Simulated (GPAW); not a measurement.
**Si in GPAW: convergence with bands over the usual count**

Crystal: Si.

```
Si
1.0
    -2.37137    2.37137    1.32927
     2.37137   -2.37137    1.32927
     2.37137    2.37137   -1.32927
Si
2
Direct
  0.50000 0.50000 0.00000
  0.25000 0.75000 0.50000
```

This isn't the form of Si at room conditions, which is diamond.

| Quantity | Value |
| --- | --- |
| Program | GPAW 26.7.0 |
| Task | convergence study |
| Functional | PBE |
| Potentials or basis | GPAW PAW data sets (gpaw-data 1.2.1) |
| Cutoff | 600 eV |
| Basis | pw |
| k mesh | 9 × 9 × 9 |
| Occupations | fermi-dirac, width 0.05 eV |
| Spin | no spin polarisation |

These are the settings of the first run; the series varies bands over the usual count, with any setting tied to it.

Hardware: 1 thread of Arm Neoverse V2, on a shared host.

```
bands over the usual count  energy less the tightest run, at zero smearing (meV/atom)  SCF cycles  CPU time (s)  peak memory (GiB)
                      0.72                                                       0.00           8            11               0.14
                       0.8                                                       0.00           8            12               0.15
                       0.9                                                       0.00           8            13               0.15
                         1                                                       0.00           8            14               0.15
                       1.3                                                       0.00           9            19               0.16
                       1.7                                                       0.00           9            24               0.16
                       2.5                                                       0.00           9            34               0.17
```

Against the tightest run, the energy stays within 1 meV/atom from 0.72 on. The tightest run that finished is the yardstick and may itself not be fully converged.
